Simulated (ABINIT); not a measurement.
Runs of ABINIT 10.8.3 (patched build) on TaN. The structure is cubic, space group Fm-3m (No. 225). Conventional cell: a = 4.423 Å, b = 4.423 Å, c = 4.423 Å, α = 90.00°, β = 90.00°, γ = 90.00°. Ta (site symmetry m-3m) is surrounded by 6 N at 2.21 Å. N (site symmetry m-3m) is surrounded by 6 Ta at 2.21 Å. The cell comes from a database or a generator and needn't be the stable form of this composition.

| task | level | potentials or basis | k mesh | cutoff (eV) | fine-grid cutoff | mesh quality | gap on the mesh (eV) | V0 of scaled cells (Å³/atom) | B0 (GPa) |
| --- | --- | --- | --- | --- | --- | --- | --- | --- | --- |
| single point | PBEsol | JTH PAW PBE v2.0 | 13 × 13 × 13 | 680 | 1278.94 eV | not flagged | none | - | - |
| single point | r2SCAN | JTH PAW PBE v2.0 | 6 × 6 × 6 | 816 | 1414.99 eV | coarse | none | - | - |
| band structure | HCTH407 | JTH PAW PBE v2.0 | 10 × 10 × 10 | 680 | 1278.94 eV | not flagged | none | - | - |
| equation of state | revPBE+D3(BJ) | JTH PAW PBE v2.0 | 10 × 10 × 10 | 680 | 1278.94 eV | not flagged | - | 10.44 | 355 |
| single point | PBE | JTH PAW PBE v2.0 | 6 × 6 × 6 | 680 | 1278.94 eV | coarse | none | - | - |
| band structure | PBEsol | PseudoDojo NC SR PBEsol v0.4.1 standard | 10 × 10 × 10 | 1143 | - | not flagged | none | - | - |
| single point | LDA | JTH PAW LDA v2.0 | 4 × 4 × 4 | 680 | 1278.94 eV | coarse | none | - | - |
| equation of state | LDA | JTH PAW LDA v2.0 | 10 × 10 × 10 | 844 | 1442.2 eV | not flagged | - | (a) | (b) |
| band structure | BP86 | JTH PAW PBE v2.0 | 10 × 10 × 10 | 680 | 1278.94 eV | not flagged | none | - | - |
| single point | r2SCAN | JTH PAW PBE v2.0 | 4 × 4 × 4 | 816 | 1414.99 eV | coarse | none | - | - |
| equation of state | BLYP | JTH PAW PBE v2.0 | 10 × 10 × 10 | 680 | 1278.94 eV | not flagged | - | (c) | 298 |
| equation of state | PBE | JTH PAW PBE v2.0 | 10 × 10 × 10 | 680 | 1278.94 eV | not flagged | - | 10.77 | 331 |

Alike in all rows: no spin polarisation; cell as given; smearing fermi-dirac 0.05 eV.

Question: Estimate the missing entries.

Answer: (a) 10.25; (b) 376; (c) 11.16.

Caveats: some runs use coarse meshes; the PAW data sets were made with another functional, which shifts forces and pressure a little (some runs); pressures at fixed basis lie under the slope of the energies (some runs).

A k mesh can miss the band edges, and the runs leave out spin-orbit coupling on Ta.

A gap of «none» marks a metal or a gap under the smearing width.

Not every run made on this cell is shown here.
